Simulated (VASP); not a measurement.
# Interstitial C in a supercell of Ta, part 2 of 4

Aim: the formation energy and local structure of interstitial C in Ta.

VASP 6.6.1, plane waves and PAW; the level of theory is named at each step.

So far. Step 2 (Relaxing the host crystal): The run ended after 3 ionic steps, 0.013 eV below its first step, once forces and stress met EDIFFG = -0.02.

## 3. The supercell without the defect

Level of this step: PBEsol; plane waves and PAW (Ta) (VASP).

System of this step: Ta. The cell holds 54 atoms: 54 Ta. Its edges and angles: a = 9.825 Å, b = 9.825 Å, c = 9.825 Å, α = 90.0°, β = 90.0°, γ = 90.0°. It derives from Ta.

The same cell, mesh and cutoff without the defect give the energy to subtract and, in a gapped host, the band edges to count from, so that most errors cancel.

Input file INCAR:

```
SYSTEM = Ta
PREC = Normal
ENCUT = 400
EDIFF = 1E-05
NELM = 120
ISMEAR = 1
SIGMA = 0.2
LREAL = Auto
ALGO = Fast
GGA = PS
NBANDS = 176
LASPH = .TRUE.
LORBIT = 11
LWAVE = .FALSE.
LCHARG = .FALSE.
KPAR = 4
NCORE = 2
```

Input file POSCAR:

```
Ta
1.0
    9.8251090386      0.0000000000      0.0000000000
    0.0000000000      9.8251090386      0.0000000000
    0.0000000000      0.0000000000      9.8251090386
Ta
54
Direct
    0.0000000000      0.0000000000      0.0000000000
    0.3333333333      0.0000000000      0.0000000000
    0.6666666667      0.0000000000      0.0000000000
    0.0000000000      0.3333333333      0.0000000000
    0.0000000000      0.0000000000      0.3333333333
    0.1666666667      0.1666666667      0.1666666667
    0.3333333333      0.3333333333      0.0000000000
    0.3333333333      0.0000000000      0.3333333333
    0.5000000000      0.1666666667      0.1666666667
    0.6666666667      0.3333333333      0.0000000000
    0.6666666667      0.0000000000      0.3333333333
    0.8333333333      0.1666666667      0.1666666667
    0.0000000000      0.6666666667      0.0000000000
    0.0000000000      0.3333333333      0.3333333333
    0.1666666667      0.5000000000      0.1666666667
    0.3333333333      0.6666666667      0.0000000000
    0.0000000000      0.0000000000      0.6666666667
    0.1666666667      0.1666666667      0.5000000000
    0.3333333333      0.3333333333      0.3333333333
    0.5000000000      0.5000000000      0.1666666667
    0.6666666667      0.6666666667      0.0000000000
    0.3333333333      0.0000000000      0.6666666667
    0.5000000000      0.1666666667      0.5000000000
    0.6666666667      0.3333333333      0.3333333333
    0.8333333333      0.5000000000      0.1666666667
    0.6666666667      0.0000000000      0.6666666667
    0.8333333333      0.1666666667      0.5000000000
    0.0000000000      0.6666666667      0.3333333333
    0.1666666667      0.8333333333      0.1666666667
    0.0000000000      0.3333333333      0.6666666667
    0.1666666667      0.5000000000      0.5000000000
    0.3333333333      0.6666666667      0.3333333333
    0.5000000000      0.8333333333      0.1666666667
    0.1666666667      0.1666666667      0.8333333333
    0.3333333333      0.3333333333      0.6666666667
    0.5000000000      0.5000000000      0.5000000000
    0.6666666667      0.6666666667      0.3333333333
    0.8333333333      0.8333333333      0.1666666667
    0.5000000000      0.1666666667      0.8333333333
    0.6666666667      0.3333333333      0.6666666667
    0.8333333333      0.5000000000      0.5000000000
    0.8333333333      0.1666666667      0.8333333333
    0.0000000000      0.6666666667      0.6666666667
    0.1666666667      0.8333333333      0.5000000000
    0.1666666667      0.5000000000      0.8333333333
    0.3333333333      0.6666666667      0.6666666667
    0.5000000000      0.8333333333      0.5000000000
    0.5000000000      0.5000000000      0.8333333333
    0.6666666667      0.6666666667      0.6666666667
    0.8333333333      0.8333333333      0.5000000000
    0.8333333333      0.5000000000      0.8333333333
    0.1666666667      0.8333333333      0.8333333333
    0.5000000000      0.8333333333      0.8333333333
    0.8333333333      0.8333333333      0.8333333333
```

Input file KPOINTS:

```
Automatic mesh
0
Monkhorst-Pack
4 4 4
0 0 0
```

PAW data sets: Ta (PBE family, release 64).

On the command line:

```bash
mpirun -np 8 vasp_std
```

The log of the run:

```text
[banner, memory and clock lines left out]
running    8 mpi-ranks, on    1 nodes
 distrk:  each k-point on    2 cores,    4 groups
 distr:  one band on    2 cores,    1 groups

 POSCAR found type information on POSCAR Ta
 POSCAR found :  1 types and      54 ions
 [... a notice as in an earlier step ...]

 LDA part: xc-table for (Slater+PW92), standard interpolation
 POSCAR, INCAR and KPOINTS ok, starting setup
 FFT: planning ... GRIDC
 FFT: planning ... GRID_SOFT
 FFT: planning ... GRID
 WAVECAR not read
 entering main loop
       N       E                     dE             d eps       ncg     rms          rms(c)
DAV:   1     0.398408614139E+03    0.39841E+03   -0.94215E+04  1408   0.107E+03
DAV:   2    -0.611319701778E+03   -0.10097E+04   -0.96279E+03  1664   0.189E+02
DAV:   3    -0.703787989458E+03   -0.92468E+02   -0.82122E+02  1976   0.449E+01
DAV:   4    -0.708346537023E+03   -0.45585E+01   -0.43947E+01  1976   0.106E+01
DAV:   5    -0.708472815398E+03   -0.12628E+00   -0.12540E+00  2104   0.177E+00    0.106E+02
RMM:   6    -0.689344141590E+03    0.19129E+02   -0.10160E+01  1408   0.631E+00    0.530E+01
RMM:   7    -0.680660288147E+03    0.86839E+01   -0.20046E+01  1485   0.807E+00    0.253E+00
RMM:   8    -0.680754785151E+03   -0.94497E-01   -0.17950E+00  1561   0.295E+00    0.256E+00
RMM:   9    -0.680814125253E+03   -0.59340E-01   -0.75824E-01  1732   0.131E+00    0.213E+00
RMM:  10    -0.680811412901E+03    0.27124E-02   -0.18128E-01  1545   0.866E-01    0.143E+00
RMM:  11    -0.680811434391E+03   -0.21490E-04   -0.52969E-02  1799   0.333E-01    0.103E-01
RMM:  12    -0.680812375653E+03   -0.94126E-03   -0.93093E-03  1928   0.105E-01    0.455E-02
RMM:  13    -0.680812486521E+03   -0.11087E-03   -0.12189E-03  1829   0.420E-02    0.285E-02
RMM:  14    -0.680812508620E+03   -0.22098E-04   -0.25436E-04  1725   0.217E-02    0.311E-02
RMM:  15    -0.680812509985E+03   -0.13651E-05   -0.50011E-05  1252   0.933E-03
   1 F= -.68081251E+03 E0= -.68078199E+03  d E =-.915532E-01
```

Run time: 30 s. Hardware: 8 MPI ranks of AMD EPYC 9R45, shared host; peak memory 2.7 GiB.

OUTCAR, selected parts (step 3):

```text
  LATTYP: Found a simple cubic cell.
 ALAT       =     9.8251090386

The static configuration has the point symmetry O_h .

 Found      4 irreducible k-points:

   k-points           NKPTS =      4   k-points in BZ     NKDIM =      4   number of bands    NBANDS=    176

   dimension x,y,z NGX =    48 NGY =   48 NGZ =   48
   dimension x,y,z NGXF=    96 NGYF=   96 NGZF=   96

   ENCUT  =  400.0 eV  29.40 Ry    5.42 a.u.  16.02 16.02 16.02*2*pi/ulx,y,z

   NELECT =     270.0000    total number of electrons

 E-fermi :   5.7806

 k-point     1 :       0.1250    0.1250    0.1250
  band No.  band energies     occupation
    ...
    128       5.7086      1.56753
    129       5.7086      1.56753
    130       5.7086      1.56753
    131       5.7086      1.56753
    132       5.7086      1.56753
    133       5.9405      0.02008
    134       5.9405      0.02008
    135       5.9405      0.02008
    136       5.9497     -0.00172
    137       5.9497     -0.00172
    ...

 k-point     2 :       0.3750    0.1250    0.1250
  band No.  band energies     occupation
    ...
    136       5.7685      1.10200
    137       5.8209      0.66620
    138       5.8346      0.56084
    139       5.8413      0.51141
    140       5.8413      0.51141
    141       5.8979      0.17237
    142       5.8979      0.17237
    143       6.1177     -0.03834
    144       6.1177     -0.03834
    145       6.2574     -0.00383
    ...

  Total       -1.3046679     -1.3046679     -1.3046679      0.0000000      0.0000000     -0.0000000
  in kB       -2.2039333     -2.2039333     -2.2039333      0.0000000      0.0000000     -0.0000000
  external PRESSURE =      -2.2039333 kB  Pullay stress =       0.0000000 kB

  energy-cutoff  :      400.00
  volume of cell :      948.44
      direct lattice vectors                 reciprocal lattice vectors
     9.825109039  0.000000000  0.000000000     0.101780041  0.000000000  0.000000000
     0.000000000  9.825109039  0.000000000     0.000000000  0.101780041  0.000000000
     0.000000000  0.000000000  9.825109039     0.000000000  0.000000000  0.101780041

 POSITION                                       TOTAL-FORCE (eV/Angst)
 -----------------------------------------------------------------------------------
      0.00000      0.00000      0.00000        -0.000000      0.000000      0.000000
      3.27504      0.00000      0.00000        -0.000000      0.000000      0.000000
      6.55007      0.00000      0.00000        -0.000000      0.000000      0.000000
      0.00000      3.27504      0.00000        -0.000000      0.000000      0.000000
      0.00000      0.00000      3.27504        -0.000000      0.000000      0.000000
      1.63752      1.63752      1.63752        -0.000000      0.000000      0.000000
      3.27504      3.27504      0.00000         0.000000     -0.000000      0.000000
      3.27504      0.00000      3.27504        -0.000000      0.000000     -0.000000
      4.91255      1.63752      1.63752        -0.000000      0.000000      0.000000
      6.55007      3.27504      0.00000        -0.000000      0.000000      0.000000
      6.55007      0.00000      3.27504        -0.000000      0.000000      0.000000
      8.18759      1.63752      1.63752         0.000000      0.000000      0.000000
      0.00000      6.55007      0.00000        -0.000000      0.000000      0.000000
      0.00000      3.27504      3.27504        -0.000000      0.000000     -0.000000
      1.63752      4.91255      1.63752        -0.000000      0.000000      0.000000
      3.27504      6.55007      0.00000        -0.000000      0.000000      0.000000
      0.00000      0.00000      6.55007        -0.000000      0.000000      0.000000
      1.63752      1.63752      4.91255        -0.000000      0.000000      0.000000
      3.27504      3.27504      3.27504         0.000000      0.000000     -0.000000
      4.91255      4.91255      1.63752        -0.000000      0.000000      0.000000
      6.55007      6.55007      0.00000        -0.000000      0.000000      0.000000
      3.27504      0.00000      6.55007         0.000000      0.000000      0.000000
      4.91255      1.63752      4.91255        -0.000000      0.000000      0.000000
      6.55007      3.27504      3.27504        -0.000000     -0.000000      0.000000
      8.18759      4.91255      1.63752        -0.000000      0.000000      0.000000
      6.55007      0.00000      6.55007        -0.000000      0.000000      0.000000
      8.18759      1.63752      4.91255         0.000000      0.000000      0.000000
      0.00000      6.55007      3.27504        -0.000000      0.000000      0.000000
      1.63752      8.18759      1.63752        -0.000000      0.000000      0.000000
      0.00000      3.27504      6.55007        -0.000000     -0.000000      0.000000
      1.63752      4.91255      4.91255        -0.000000      0.000000      0.000000
      3.27504      6.55007      3.27504        -0.000000      0.000000     -0.000000
      4.91255      8.18759      1.63752        -0.000000     -0.000000      0.000000
      1.63752      1.63752      8.18759        -0.000000      0.000000      0.000000
      3.27504      3.27504      6.55007        -0.000000      0.000000      0.000000
      4.91255      4.91255      4.91255        -0.000000      0.000000      0.000000
      6.55007      6.55007      3.27504        -0.000000      0.000000     -0.000000
      8.18759      8.18759      1.63752        -0.000000     -0.000000      0.000000
[...]
-----------------------------------------------------------------------------------
    total drift:                                0.000000      0.000000     -0.000000

  FREE ENERGIE OF THE ION-ELECTRON SYSTEM (eV)
  ---------------------------------------------------
  free  energy   TOTEN  =      -680.8125099847 eV

  energy  without entropy=     -680.7209568188  energy(sigma->0) =     -680.78199226

 total charge
# of ion       s       p       d       tot
------------------------------------------
    1        0.690   0.724   3.427   4.842
    2        0.690   0.724   3.427   4.842
    3        0.690   0.724   3.427   4.842
    4        0.690   0.724   3.427   4.842
    5        0.690   0.724   3.427   4.842
    6        0.690   0.724   3.427   4.842
    7        0.690   0.724   3.427   4.842
    8        0.690   0.724   3.427   4.842
    9        0.690   0.724   3.427   4.842
   10        0.690   0.724   3.427   4.842
   11        0.690   0.724   3.427   4.842
   12        0.690   0.724   3.427   4.842
   13        0.690   0.724   3.427   4.842
   14        0.690   0.724   3.427   4.842
   15        0.690   0.724   3.427   4.842
   16        0.690   0.724   3.427   4.842
   17        0.690   0.724   3.427   4.842
   18        0.690   0.724   3.427   4.842
   19        0.690   0.724   3.427   4.842
   20        0.690   0.724   3.427   4.842
   21        0.690   0.724   3.427   4.842
   22        0.690   0.724   3.427   4.842
   23        0.690   0.724   3.427   4.842
   24        0.690   0.724   3.427   4.842
   25        0.690   0.724   3.427   4.842
   26        0.690   0.724   3.427   4.842
   27        0.690   0.724   3.427   4.842
   28        0.690   0.724   3.427   4.842
   29        0.690   0.724   3.427   4.842
   30        0.690   0.724   3.427   4.842
   31        0.690   0.724   3.427   4.842
   32        0.690   0.724   3.427   4.842
   33        0.690   0.724   3.427   4.842
   34        0.690   0.724   3.427   4.842
   35        0.690   0.724   3.427   4.842
   36        0.690   0.724   3.427   4.842
   37        0.690   0.724   3.427   4.842
[...]
--------------------------------------------------
tot         37.267  39.103 185.082 261.452

[... 1 part as in an earlier step ...]

[... 5 further parts left out ...]
```

This step gave:

* electronic cycles: 15
* electrons: 270
* free energy (TOTEN): -680.8125 eV
* energy at zero smearing: -680.7820 eV
* Fermi energy: 5.781 eV

The host is treated as a metal, as its relaxation found a gap under 0.3 eV or none, and only the neutral defect is run.

(Continued in part 3 of 4.)

[Lines on the potential files, build, host, timing and source positions are cut from VASP's logs without a mark.]

[Logs are printed without paths, hosts, clocks, repeated set-up lines and the standing remarks that a program may print on its own settings, such as how far it seeks lower states.]

[Hosts, paths, dates, database ids (printed as entryN), source tags and the programs' standing remarks are cut or masked in the printed files.]

[In band tables of VASP the shares of atoms and orbitals are scaled to a sum of 1 inside the atoms' spheres.]

[Runs that stopped without an error message from VASP are left out.]
